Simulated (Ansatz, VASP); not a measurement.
## Rb in VASP and in Ansatz

```
CELL_PARAMETERS angstrom
4.93756 0.00000 0.00000
-2.46878 4.27605 0.00000
0.00000 0.00000 8.20776
ATOMIC_POSITIONS crystal
Rb 0.33333 0.66667 0.25000
Rb 0.66667 0.33333 0.75000
```

Alike in both runs: functional PBEsol; k mesh 9 × 9 × 6; occupations gaussian, width 0.1 eV; no spin polarisation.

Ansatz relaxed the structure, and its values are those at the end. VASP's run is a single point on that final structure, the one shown.

|  | VASP | Ansatz |
| --- | --- | --- |
| version | VASP 6.6.1 | Ansatz 0.2.0 |
| potentials or method | VASP PAW PBE potentials, release 64 (Rb_sv) | scalar-relativistic, plane waves, PAW |
| plane-wave cutoff (eV) | 520 | 420 |
| valence electrons in the cell | 18 | 18 |

|  | VASP | Ansatz | Ansatz less VASP |
| --- | --- | --- | --- |
| gap on the k mesh at the Fermi level (eV) | none | none | - |
| pressure (GPa) | 0.0 | 0.0 | 0.00 |

A gap of «none» marks a metal or a gap that the smearing closes. The functional is the same, so the differences come from potentials, cutoffs and numerics.

Caveats: the PAW data sets were made with another functional, which shifts forces and pressure a little (VASP).
